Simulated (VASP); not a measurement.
Input of a VASP 6.6.1 run:

POSCAR

```
MgSe
1.0
    0.0000000000      2.7362693767      2.7362693767
    2.7362693767      0.0000000000      2.7362693767
    2.7362693767      2.7362693767      0.0000000000
Mg Se
1 1
Direct
    0.0000000000      0.0000000000      0.0000000000
    0.5000000000      0.5000000000      0.5000000000
```

The input INCAR.step1:

```
SYSTEM = MgSe
PREC = Accurate
ENCUT = 520
EDIFF = 1E-5
ISMEAR = 0
SIGMA = 0.01
LREAL = .False.
LASPH = .True.
NELM = 80
ALGO = Normal
ISIF = 2
LWAVE = .True.
LCHARG = .False.
NBANDS = 11
GGA = PE
```

Contents of INCAR.step2:

```
SYSTEM = MgSe
PREC = Accurate
ENCUT = 520
EDIFF = 1E-6
ISMEAR = 0
SIGMA = 0.01
LREAL = .False.
LASPH = .True.
NELM = 80
ALGO = Normal
ISIF = 2
LWAVE = .False.
LCHARG = .False.
GGA = PE
LHFCALC = .True.
HFSCREEN = 0.2079
PRECFOCK = Normal
NBANDS = 11
ISTART = 1
```

KPOINTS

```
regular mesh
0
Gamma
  4 4 4
  0 0 0
```

Potentials or basis: VASP PAW PBE potentials, release 64 (Mg, Se).

The run is started by

```sh
$ cat potpaw_PBE.64/Mg/POTCAR potpaw_PBE.64/Se/POTCAR > POTCAR
$ cp INCAR.step1 INCAR
$ mpirun -np 1 vasp_std > vasp.out
$ cp INCAR.step2 INCAR
$ mpirun -np 1 vasp_std > vasp.out
```

(1) What does it give for the pressure?

(2) Predict the band gap on the k mesh.

## Answers

(1) -0.2 GPa.

(2) 2.62 eV, indirect (least direct gap 3.51 eV).

Caveat: the k mesh is coarse (spacing up to 0.50 Å⁻¹), so the values aren't converged, least of all with exact exchange; the PAW data sets were made with another functional, which shifts forces and pressure a little.
